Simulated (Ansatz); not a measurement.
# Calculated electrostatic potentials at the F nuclei for PbF2

Cell: a Materials Project structure (computed, not necessarily an observed phase), atoms as given.

Space group Pnma (No. 62); a = 6.4081, b = 3.8796, c = 7.6638 Å.

```csv
site,Wyckoff,site symmetry,x,y,z
Pb,4c,.m.,0.2551,0.2500,0.8941
F5,4c,.m.,0.4741,0.2500,0.1535
F9,4c,.m.,0.6408,0.7500,0.4349
```

One atom of each set is listed.

All values are calculated (Ansatz; DFT, PBE, plane waves and PAW, scalar-relativistic, 420 eV cutoff, Γ-centred 4×6×3 k-points, Fermi–Dirac smearing 0.02 eV), not measured.

The potential at a nucleus is that of all electrons and the other nuclei. A higher potential binds the core electrons more strongly, so differences between sites of one element are the initial-state part of core-level shifts.

**Question.** Rank the F sites by the potential at the nucleus, lowest first, and give each against the lowest.
A. F9: 4 Pb at 2.45–2.61 Å
B. F5: 3 Pb at 2.43–2.63 Å; also 2 Pb at 3.05 Å

**Answer.** B (0.00 V), A (0.23 V).
